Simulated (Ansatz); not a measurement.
# Bi2Se3 (Paraguanajuatite) under changes of volume

One of the cells (28.378 Å³/atom); the others are scaled copies at fixed shape and fractional positions:

```
Bi Se
1.0
     2.07150    1.19598    9.54533
    -2.07150    1.19598    9.54533
     0.00000   -2.39196    9.54533
Bi Se
2 3
Direct
  0.59920 0.59920 0.59920
  0.40080 0.40080 0.40080
  0.78830 0.78830 0.78830
  0.21170 0.21170 0.21170
  0.00000 0.00000 0.00000
```

* Program: Ansatz 0.2.0
* Functional: BLYP
* Potentials or basis: Ansatz PAW
* Cutoff: 420 eV (not typed: the program's choice for these potentials)
* k mesh: 8 × 8 × 8
* Occupations: fermi-dirac, width 0.05 eV
* Spin: no spin polarisation

```tsv
volume (Å³/atom)	energy over the lowest point (meV/atom)	pressure (GPa)	gap on the mesh (eV)	largest force (eV/Å)
26.675	138.65	11.6	0.22	0.831
27.243	101.14	9.6	0.24	0.643
27.810	70.18	7.9	0.25	0.468
28.378	?	?	?	?
28.946	25.42	4.9	0.28	0.154
29.513	10.53	3.6	0.29	0.017
30.081	0.00	2.4	0.30	0.117
```

Q: What does the run at 28.378 Å³/atom give?

A: Energy over the lowest point 45.13 meV/atom; pressure 6.3 GPa; gap on the mesh 0.27 eV; largest force 0.305 eV/Å.

Worked out: A Birch-Murnaghan fit of order 3 (a polynomial in V^(-2/3)) to the other rows has no minimum within the range. It gives 45.13 meV/atom at 28.378 Å³/atom, against the run's 45.13, and -dE/dV = 6.3 GPa, against 6.3. A straight line through the other rows of the gap, of slope 0.661 eV per unit of ln V (its deformation potential), gives 0.26 eV, against the run's 0.27.

Energies are extrapolated to zero smearing.

Caveats: spin-orbit coupling is left out, which as a rule narrows the gap of such compounds by several tenths of an eV; the PAW data sets come from PBE, with cores solved anew for the run's functional, which leaves a small shift of forces and pressure.

A mesh can miss the band edges.
